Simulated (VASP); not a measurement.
ZnSe in VASP 6.6.1, single-point calculation

INCAR

```
IBRION = -1
ISIF = 2
LCHARG = .FALSE.
NELM = 59
ISMEAR = -1
MAGMOM = 0.5 0.5
GGA = PE
SIGMA = 0.02
ENCUT = 520
LWAVE = .FALSE.
EDIFF = 1E-7
PREC = Accurate
ISPIN = 2
NSW = 0
NBANDS = 16
LASPH = .TRUE.
LREAL = .FALSE.
```

KPOINTS

```
KPOINTS created by Atomic Simulation Environment
0
Gamma
8 8 8
0 0 0
```

POSCAR

```
Zn Se
 1.0000000000000000
    -0.0000000000000000    2.8324206848428668    2.8324206848428668
     2.8324206848428668    0.0000000000000000    2.8324206848428668
     2.8324206848428668    2.8324206848428668    0.0000000000000000
 Zn  Se
   1   1
Cartesian
  0.0000000000000000  0.0000000000000000 -0.0000000000000000
  1.4162103424214334  1.4162103424214334  1.4162103424214334
```

The recommended PBE PAW datasets give the neutral cell 18 valence electrons.

Command

```
mpirun -np 1 vasp_std
```

Question: How does this run end, and what does it give?

Answer: It converged. Results: pressure 2.4 GPa; magnetic moment of the cell 0.00 μB.

OSZICAR

```
N       E                     dE             d eps       ncg     rms          rms(c)
DAV:   1     0.863798892176E+02    0.86380E+02   -0.85151E+03  1856   0.123E+03
DAV:   2    -0.852749125482E+00   -0.87233E+02   -0.82136E+02  2056   0.248E+02
DAV:   3    -0.616835265029E+01   -0.53156E+01   -0.52952E+01  2344   0.603E+01
DAV:   4    -0.620973001734E+01   -0.41377E-01   -0.41374E-01  2200   0.564E+00
DAV:   5    -0.620992660338E+01   -0.19659E-03   -0.19658E-03  2368   0.356E-01    0.603E+00
DAV:   6    -0.602838029356E+01    0.18155E+00   -0.55509E-01  2656   0.238E+01    0.387E+00
DAV:   7    -0.601868382457E+01    0.96965E-02   -0.15029E-01  2040   0.331E+00    0.208E+00
DAV:   8    -0.601908103345E+01   -0.39721E-03   -0.13526E-02  2080   0.993E-01    0.795E-01
DAV:   9    -0.601898313931E+01    0.97894E-04   -0.10782E-03  2264   0.440E-01    0.282E-01
DAV:  10    -0.601902833181E+01   -0.45193E-04   -0.45720E-04  2304   0.217E-01    0.703E-02
DAV:  11    -0.601908634410E+01   -0.58012E-04   -0.71819E-05  2248   0.951E-02    0.378E-02
DAV:  12    -0.601912026896E+01   -0.33925E-04   -0.26538E-05  2168   0.369E-02    0.227E-02
DAV:  13    -0.601912476280E+01   -0.44938E-05   -0.46452E-06  2272   0.153E-02    0.388E-03
DAV:  14    -0.601912532172E+01   -0.55892E-06   -0.40104E-07  2256   0.619E-03    0.178E-03
DAV:  15    -0.601912559221E+01   -0.27049E-06   -0.35299E-07  2160   0.352E-03    0.780E-04
DAV:  16    -0.601912557182E+01    0.20396E-07   -0.17218E-08  1880   0.180E-03
   1 F= -.60191256E+01 E0= -.60191256E+01  d E =-.644055E-11  mag=     0.0000
```

Standard output (part)

```
POSCAR found type information on POSCAR ZnSe
 POSCAR found :  2 types and       2 ions
 LDA part: xc-table for (Slater+PW92), standard interpolation
 POSCAR, INCAR and KPOINTS ok, starting setup
 WAVECAR not read
 entering main loop
```

For comparison, a separate PBE run of the intended cell, on usual settings and not on those above, gives a gap of 1.30 eV on its mesh and a pressure of 2.4 GPa.
